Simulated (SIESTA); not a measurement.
Crystal: MoS2.

```
Mo S
1.0
     1.58000    0.91221    6.15000
    -1.58000    0.91221    6.15000
     0.00000   -1.82443    6.15000
Mo S
1 2
Cartesian
  0.0000 0.0000 0.0000
  0.0000 0.0000 7.6936
  0.0000 0.0000 4.6125
```

Measurements of this composition are mostly on another form, of space group No. 194.

Base run:

```yaml
Program: SIESTA 5.4.2
Functional: PBE
Potentials_or_basis: PseudoDojo 0.4 standard (PBE files)
Basis: SZ (energy shift 0.003 Ry)
Grid_cutoff: 800 Ry
Energy_shift: 0.003 Ry
k_mesh: 7 × 7 × 7
Occupations: fermi-dirac, width 0.05 eV
Spin: no spin polarisation
```

Its results: band gap on the k mesh 0.61 eV, indirect (least direct gap 2.06 eV); pressure 22.3 GPa; largest force 3.128 eV/Å.

Task: The run is repeated on the same cell with these changes: basis from SZ (energy shift 0.003 Ry) to TZP (energy shift 0.003 Ry; two zetas on semicore shells). What comes out?

Result: Band gap on the k mesh 1.12 eV, indirect (least direct gap 2.16 eV); pressure 7.8 GPa; largest force 0.898 eV/Å.

Caveats: an odd mesh through Γ misses points on the zone boundary, where band edges often lie; the basis of atomic orbitals isn't converged, which shifts pressures, moduli and gaps; the basis has no polarisation orbitals (some runs); forces of over 1 eV/Å show positions far from the minimum, so gaps and moduli don't describe the material at rest (some runs).
